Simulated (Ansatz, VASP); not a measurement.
# Cs in VASP and in Ansatz

The input INCAR:

```
SYSTEM = Cs
PREC = Accurate ; ENCUT = 520
EDIFF = 1E-7 ; ISMEAR = 0
SIGMA = 0.15 ; LREAL = .False.
LASPH = .True. ; NELM = 100
ALGO = Fast ; ISIF = 2
LWAVE = .False. ; LCHARG = .False.
GGA = PE ; NBANDS = 10
```

File KPOINTS:

```
regular mesh
0
Gamma
  12 12 12
  0 0 0
```

Contents of POSCAR:

```
Cs
1.0
   -3.0225000000      2.9620500000      3.0225000000
    3.0225000000     -2.9620500000      3.0225000000
    3.0225000000      2.9620500000     -3.0225000000
Cs
1
Direct
    0.0000000000      0.0000000000      0.0000000000
```

Input for Ansatz:

```yaml
crystal:
  lattice:
    - [-3.0225, 2.96205, 3.0225]
    - [3.0225, -2.96205, 3.0225]
    - [3.0225, 2.96205, -3.0225]
  atoms:
    - { symbol: Cs, position: [0.0, 0.0, 0.0] }
basis:
  ecutwfc: 420
kpoints:
  mp_grid: { grid: [12, 12, 12] }
hamiltonian:
  xc: pbe
scf:
  occupations: { method: gaussian, width: 0.15 }
output:
  forces: true
  stress: true
  eigenvalues: true
```

Change from the starting cell: strain -0.0200 x Voigt [0, 1, 0, 0, 0, 0], atoms carried along.

Alike in both runs: task single point; functional PBE; k mesh 12 × 12 × 12; occupations gaussian, width 0.15 eV; no spin polarisation.

|  | VASP | Ansatz |
| --- | --- | --- |
| version | VASP 6.6.1 | Ansatz 0.2.0 |
| potentials or method | VASP PAW PBE potentials, release 64 (Cs_sv) | scalar-relativistic, plane waves, PAW |
| plane-wave cutoff (eV) | 520 | 420 |
| valence electrons in the cell | 9 | 9 |

```tsv
	VASP	Ansatz	Ansatz less VASP
gap on the k mesh at the Fermi level (eV)	none	none	-
pressure (GPa)	0.2	0.2	+0.01
```

A gap of «none» marks a metal or a gap that the smearing closes. With one functional, cell and mesh, what is left measures potentials, basis and numerics.

Spin-orbit coupling is left out, which matters for the levels of Cs.
